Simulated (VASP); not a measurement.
A run of VASP 6.6.1:

The input INCAR:

```
PREC = Accurate
ENCUT = 450
EDIFF = 1E-6
ISMEAR = 0
SIGMA = 0.05
LREAL = False
LASPH = True
NELM = 150
ALGO = Normal
ISIF = 2
LWAVE = False
LCHARG = False
ISPIN = 2
MAGMOM = 4 4 0 0 0 0
LORBIT = 11
LMAXMIX = 4
LDAU = True
LDAUTYPE = 2
LDAUL = 2 -1
LDAUU = 2 0
LDAUJ = 0 0
LDAUPRINT = 1
GGA = PS
NBANDS = 35
```

File KPOINTS:

```
Automatic mesh
0
Gamma
  10 10 6
```

The input POSCAR:

```
PtSe2
1.0
    3.7240002900      0.0000000000      0.0000000000
   -1.8620001500      3.2250788600      5.0619995800
    0.0000000000      0.0000000000     10.1239991600
Pt Se
2 4
Direct
    0.0000000000      0.0000000000      0.0000000000
    0.0000000000      0.0000000000      0.5000000000
    0.3333333333      0.6666666667      0.7916666667
    0.6666666667      0.3333333333      0.2083333334
    0.3333333333      0.6666666667      0.2916666666
    0.6666666667      0.3333333333      0.7083333334
```

Potentials or basis: VASP PAW PBE potentials, release 64 (Pt, Se).

The run is started by

```sh
$ cat potpaw_PBE.64/Pt/POTCAR potpaw_PBE.64/Se/POTCAR > POTCAR
$ mpirun -np 1 vasp_std > vasp.out
```

Hardware: 1 thread of AMD EPYC 7R43 64-Core Processor (Zen 3) (shared host).

How long does it take, and how much memory?

It took 44 min on 1 thread of AMD EPYC 7R43 64-Core Processor (Zen 3), on a shared host, peak memory 0.91 GiB. Counts: scf iterations 15, k points 172.
